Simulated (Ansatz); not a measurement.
**HgS: pressure against volume**

A database entry relaxed whole under r2SCAN (F-43m):

```xyz
2
Lattice="0.0000 2.9645 2.9645 2.9645 0.0000 2.9645 2.9645 2.9645 0.0000" Properties=species:S:1:pos:R:3 pbc="T T T"
Hg    0.0000    0.0000    0.0000
S     1.4823    1.4823    1.4823
```

The cell was scaled uniformly, its shape held, and the atoms relaxed at each volume with plane-wave PAW DFT (Ansatz 0.2.0; r2SCAN, 500 eV, 10×10×10 Γ-centred mesh, fermi-dirac occupations of width 0.100 eV; no spin, no spin-orbit coupling). One row is withheld.

| volume (Å³/atom) | energy over the lowest (meV/atom) | pressure (GPa) |
| --- | --- | --- |
| 24.490 | 19.2 | 4.19 |
| 25.011 | 8.2 | 2.63 |
| 25.532 | ? | ? |
| 26.053 | 0.0 | 0.00 |
| 26.574 | 1.9 | -1.11 |
| 27.095 | 7.1 | -2.09 |
| 27.616 | 15.3 | -2.96 |

Fit the pressures of the other rows to the third-order Birch-Murnaghan form.

With f = [(V₀/V)^(2/3) − 1]/2 and P = 3B₀f(1 + 2f)^(5/2)[1 + 3(B₀′ − 4)f/2], least squares gives V₀ = 26.05 Å³ an atom, B₀ = 58.4 GPa and B₀′ = 4.8; the rows miss the fit by less than 0.01 GPa. The slope of the energies differs from these pressures by less than 0.05 GPa.

What does the withheld row hold?

The fit gives 1.24 GPa at 25.532 Å³; the run gave 1.24 GPa and 2.0 meV an atom.

Caveats: the shape of the cell was held; 0 K, fixed nuclei; the symmetry was kept, and this need not be the phase that is stable at 0 K; one mesh for all volumes; the relaxed cell lies far from the entry, by an error of the functional or of the entry; pressure is positive in compression.
